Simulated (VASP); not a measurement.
Here is a VASP 6.6.1 calculation.

Contents of INCAR:

```
ALGO = Normal
EDIFF = 1E-6
ENCUT = 520
GGA = PE
ISIF = 2
ISMEAR = 0
ISPIN = 2
LASPH = True
LCHARG = True
LELF = True
LORBIT = 11
LREAL = Auto
LVHAR = True
LWAVE = False
MAGMOM = 0 0 0 0 0 0 0 0 0 0 0 0 0 0 0 0 1
NBANDS = 52
NELM = 150
PREC = Accurate
SIGMA = 0.05
```

KPOINTS

```
k-points
0
Gamma
  2 3 2
```

Contents of POSCAR:

```
C
1.0
   -4.9334840000      0.0000000000      0.0000000000
    0.0000000000     -4.2770660000      0.0000000000
    0.0000000000      0.0000000000      8.1499030000
C
17
Direct
    0.4422196634      0.1953710537      0.2311187985
    0.5653122273      0.7856539418      0.7827247461
    0.4520979873      0.5326797268      0.2470961208
    0.5653053361      0.4501569582      0.7828835825
    0.1826928842      0.7037922924      0.2473627903
    0.3153350107      0.2856926861      0.7830972047
    0.1925139336      1.0411613361      0.2313123050
    0.3152966827     -0.0497875115      0.7831237219
   -0.0603479842      0.2028209779      0.2216919200
    0.0653500051      0.7857530857      0.7828836804
   -0.0631583921      0.5334476949      0.2132387236
    0.0653458391      0.4502392656      0.7826645855
    0.6980255269      0.7031560752      0.2131326824
    0.8153317066      0.2858153961      0.7822888892
    0.6951074911      1.0337498038      0.2215767992
    0.8153441560     -0.0499123171      0.7823173616
    0.3175904261      0.6177957342      0.4102537883
```

Potentials or basis: VASP PAW PBE potentials, release 64 (C).

The run is started by

```bash
$ cat potpaw_PBE.64/C/POTCAR > POTCAR
$ mpirun -np 1 vasp_std > vasp.out
```

Q: Estimate the band gap on the k mesh.

A: 0.59 eV, indirect (least direct gap 0.91 eV).

Q: What does it give for the largest force?

A: 0.092 eV/Å.

Q: Predict the pressure.

A: 3.3 GPa.

Stress tensor (GPa, compression positive):
```
4.55 1.27 0.00
1.27 3.99 0.01
0.00 0.01 1.25
```

Caveat: the k mesh is coarse (spacing up to 0.64 Å⁻¹), so the values aren't converged. A hybrid or GW would open this gap; PBE tends to underestimate it.
